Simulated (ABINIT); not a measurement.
Runs of ABINIT 10.8.3 (patched build) on ZrSe2. Symmetry: P-3m1, No. 164, trigonal system. Conventional cell: a = 3.798 Å, b = 3.798 Å, c = 6.192 Å, α = 90.00°, β = 90.00°, γ = 120.00°. Zr (site symmetry -3m) has 6 Se at 2.68 Å as nearest neighbours. Se (site symmetry 3m) is surrounded by 3 Zr at 2.68 Å. 

```csv
task,level,potentials or basis,k mesh,cutoff (eV),fine-grid cutoff,mesh quality,gap on the mesh (eV),pressure (GPa),largest force (eV/Å)
band structure,BP86,JTH PAW PBE v2.0,8 × 8 × 5,463,925.187 eV,not flagged,0.42,2.2,0.28
single point,r2SCAN,JTH PAW PBE v2.0,3 × 3 × 2,544,1088.46 eV,coarse,(a),(c),0.01
band structure,PW91,JTH PAW PBE v2.0,8 × 8 × 5,463,925.187 eV,not flagged,0.42,(b),0.26
band structure,PBEsol,JTH PAW PBE v2.0,8 × 8 × 5,463,925.187 eV,not flagged,0.36,-1.2,0.09
single point,LDA,JTH PAW LDA v2.0,3 × 3 × 2,463,925.187 eV,coarse,0.45,(d),0.24
```

Alike in all rows: no spin polarisation; cell as given; smearing fermi-dirac 0.05 eV.

Task: Fill in the values left out.

Result: (a) 0.86; (b) 1.8; (c) 2.3; (d) -2.3.

Caveats: some runs use coarse meshes; the PAW data sets were made with another functional, which shifts forces and pressure a little (some runs); an odd mesh through Γ misses points on the zone boundary, where band edges often lie (some runs); this functional lacks dispersion, which binds the layers, so the pressure and a relaxed spacing across them are unreliable (some runs).

A k mesh can miss the band edges, and the runs leave out spin-orbit coupling on Se, Zr.

Runs at the PBE level aren't shown here.
